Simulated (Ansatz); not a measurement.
# TaS₂: a two-dimensional sheet

It was reached by relaxing an invented guess, and it needn't be the stable form of this composition.

Method: DFT PBE, scalar-relativistic, plane waves, PAW (Ansatz). Plane waves to 420 eV, a k mesh through Γ of 18×18×1 on the computed 3-atom cell and Gaussian smearing (0.10 eV); no spin polarisation.

Only a and b repeat, and vacuum parts the sheet from its images along c.

```
CELL_PARAMETERS angstrom
3.37897 0.00000 0.00000
-1.68949 2.92628 0.00000
0.00000 0.00000 29.89667
ATOMIC_POSITIONS crystal
Ta 0.00000 0.00000 0.30104
S 0.33333 0.66667 0.24978
S 0.66667 0.33333 0.35230
```

Formation energies are uncorrected and refer to the elements' standard structures at the same level.

```yaml
Layer_group: p-3m1 (No. 72)
In-plane_cell: a = 3.379 Å, b = 3.379 Å, γ = 120.0°
Area_per_atom: 3.30 Å²
Thickness_between_the_outermost_nuclei: 3.06 Å
Formation_energy: −1.04 eV/atom
Band_gap_over_mesh_and_path: none (metal or semimetal)
Density_of_states_at_the_Fermi_level: 1.4 states/eV per cell
Löwdin_character_within_0.5_eV_of_the_Fermi_level: Ta 5d 69 %, S 3p 27 %
Bader_charges_e: Ta1 1.86, S2 -0.93, S3 -0.93
```

Levels along Γ–M–K–Γ, in eV from the Fermi level, sorted by energy at each point. Points in fractions of the primitive reciprocal vectors: Γ (0.000 0.000 0.000), M (0.500 0.000 0.000), K (0.333 0.333 0.000).
```
point  k (1/Å, with 2π)  band 10  band 11  band 12  band 13  band 14  band 15  band 16
    Γ             0.000    -2.61    -0.79    -0.79     0.10     0.10     0.41     3.94
    -             0.153    -2.40    -1.41    -1.10     0.16     0.43     0.64     3.67
    -             0.307    -2.50    -2.10    -1.57    -0.02     0.95     1.05     3.31
    -             0.460    -3.60    -2.04    -1.91    -0.33     1.40     1.44     3.30
    -             0.614    -3.65    -2.27    -2.06    -0.67     1.75     1.82     3.75
    -             0.767    -3.74    -2.66    -2.06    -0.90     2.05     2.25     4.31
    -             0.920    -3.84    -2.85    -2.01    -1.03     2.30     2.70     4.44
    M             1.074    -3.87    -2.82    -1.99    -1.07     2.40     2.94     4.49
    -             1.162    -3.88    -2.82    -2.24    -0.86     2.37     2.90     4.36
    -             1.251    -3.88    -2.82    -2.73    -0.49     2.29     2.77     4.11
    -             1.339    -3.87    -3.25    -2.86    -0.10     2.20     2.56     3.88
    -             1.428    -3.83    -3.67    -2.96     0.28     2.10     2.30     3.77
    -             1.516    -3.75    -3.74    -3.12     0.67     1.97     2.01     3.81
    -             1.605    -3.67    -3.65    -3.30     1.06     1.73     1.80     4.01
    K             1.693    -3.60    -3.60    -3.43     1.34     1.61     1.61     4.32
    -             1.871    -3.85    -3.63    -3.14     1.02     1.27     2.33     3.68
    -             2.048    -3.86    -3.83    -2.71     0.72     1.00     2.69     3.38
    -             2.225    -3.51    -3.45    -2.25     0.42     0.81     2.55     3.25
    -             2.402    -3.27    -2.82    -1.94     0.25     0.74     1.99     3.42
    -             2.579    -2.65    -2.17    -1.84     0.23     0.69     1.35     3.40
    -             2.756    -2.35    -1.53    -1.22     0.25     0.39     0.73     3.62
    Γ             2.933    -2.61    -0.79    -0.79     0.10     0.10     0.41     3.94
```

The last run used an 18×18×1 mesh for its 3-atom cell and Gaussian smearing of 0.10 eV. Spin–orbit coupling, which can matter for Ta, is left out. An odd number of electrons in the primitive cell allows no gap without spin; a larger cell or a magnetic state could open one. The reference form of S is held partly by dispersion forces, which this level lacks.
